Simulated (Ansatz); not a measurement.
**Is this Cd3Te5 stable against decomposition?**

The calculation used Ansatz 0.2.0, DFT PBE, scalar-relativistic, plane waves, PAW. All cells share a 420 eV cutoff and Γ-centred k meshes spaced about 0.3 Å⁻¹ or finer (0.25 for metals, 2π included). No spin polarisation.

The zero of energy is the elements' standard structures at the same level; no fitted shifts are applied.

These are static total energies at zero pressure. These runs have no spin–orbit coupling, which can matter for Te. The reference form of Te is held partly by dispersion forces, which this level lacks.

The competitors are the elements and 1 reference phase of this chemical system (from databases or known types: CdTe), relaxed at the same level; other known phases may be missing.

The candidate was reached from: random cell.

```cif
data_structure
_symmetry_space_group_name_H-M 'P 1'
_symmetry_Int_Tables_number 1
_cell_length_a 6.2022
_cell_length_b 6.2022
_cell_length_c 6.2022
_cell_angle_alpha 90.000
_cell_angle_beta 90.000
_cell_angle_gamma 90.000
_cell_volume 238.58
loop_
_atom_site_label
_atom_site_type_symbol
_atom_site_fract_x
_atom_site_fract_y
_atom_site_fract_z
_atom_site_occupancy
Cd1 Cd 0.50000 0.00000 0.00000 1
Cd2 Cd 0.00000 0.50000 0.00000 1
Cd3 Cd 0.00000 0.00000 0.50000 1
Te1 Te 0.00000 0.50000 0.50000 1
Te2 Te 0.50000 0.00000 0.50000 1
Te3 Te 0.50000 0.50000 0.00000 1
Te4 Te 0.00000 0.00000 0.00000 1
Te5 Te 0.50000 0.50000 0.50000 1
```

Question: Is it stable, and against what?

Answer: Not stable. Its formation energy is -0.203 eV/atom. The lowest competing mixture at this composition is this:

| phase | space group | source | share of atoms | ΔE_f (eV/atom) |
| --- | --- | --- | --- | --- |
| Te | - | element | 0.2500 | 0.000 |
| CdTe | F-43m (No. 216) | COD | 0.7500 | -0.464 |

The mixture lies at -0.348 eV/atom, and the candidate lies 145 meV/atom above it. The candidate matches no cell in the subsets of the Crystallography Open Database and the Materials Project at hand. It is metastable at best. Phonons aren't part of this comparison.
